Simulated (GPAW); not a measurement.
AlO:

```
CELL_PARAMETERS angstrom
2.76919 0.00000 0.00000
0.00000 2.76919 0.00000
0.00000 0.00000 2.76919
ATOMIC_POSITIONS crystal
Al 0.50000 0.50000 0.50000
O 0.00000 0.00000 0.00000
```

The cell was built by a generator and needn't be a form met in nature.

- Program: GPAW 26.7.0
- Task: relaxation of cell and atoms
- Functional: AM05
- Potentials or basis: PAW data sets generated in the run's folder for this functional
- Cutoff: 800 eV
- Basis: pw
- k mesh: 8 × 8 × 8
- Occupations: fermi-dirac, width 0.05 eV
- Spin: no spin polarisation

At the start: pressure -4.2 GPa; volume 10.62 Å³/atom.

Q: How do energy, volume and symmetry change on relaxing?

A: Over 3 steps the energy falls by 4.4 meV/atom and the volume is 10.28 Å³/atom (-3.2 %); space group Pm-3m (No. 221, to 0.05 Å).

Step by step:
```
step  energy change (eV)  largest force (eV/Å)  pressure (GPa)  volume (Å³)
   1              0.0000                0.0000           -4.23        21.24
   2             -0.0029                0.0000           -3.47        21.11
   3             -0.0088                0.0000            0.12        20.56
```

Final structure:
```yaml
crystal:
  lattice:
    - [2.73952, 0.00000, 0.00000]
    - [0.00000, 2.73952, 0.00000]
    - [0.00000, 0.00000, 2.73952]
  atoms:
    - { symbol: Al, position: [0.50000, 0.50000, 0.50000] }
    - { symbol: O, position: [0.00000, 0.00000, 0.00000] }
```

Caveat: later steps reuse the first step's grids; an odd number of electrons without spin polarisation forces a metal; a magnetic or distorted state may lie lower.
